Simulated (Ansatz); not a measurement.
**Structure relaxation of Zr**

These are results of DFT r2SCAN, scalar-relativistic, plane waves, PAW (Ansatz 0.2.0), not measurements. Cutoff 500 eV, Γ-centred k mesh, Gaussian smearing, no spin polarisation in the final step.

This is the end of a relaxation of cell and atoms.

```yaml
crystal:
  lattice:
    - [3.24533, 0.00000, 0.00000]
    - [-1.62267, 2.81054, 0.00000]
    - [0.00000, 0.00000, 5.15384]
  atoms:
    - { symbol: Zr, position: [0.33333, 0.66667, 0.25000] }
    - { symbol: Zr, position: [0.66667, 0.33333, 0.75000] }
```

Task: What space group does it have?

Result: P6_3/mmc (No. 194). Conventional cell: a = 3.245 Å, c = 5.154 Å. Around Zr lie 12 Zr at 3.19–3.25 Å.

Task: Is it a metal?

Result: Yes, bands cross the Fermi level on the 21×21×12 mesh.

The final run used a 21×21×12 mesh on its 2-atom cell and 0.10 eV smearing.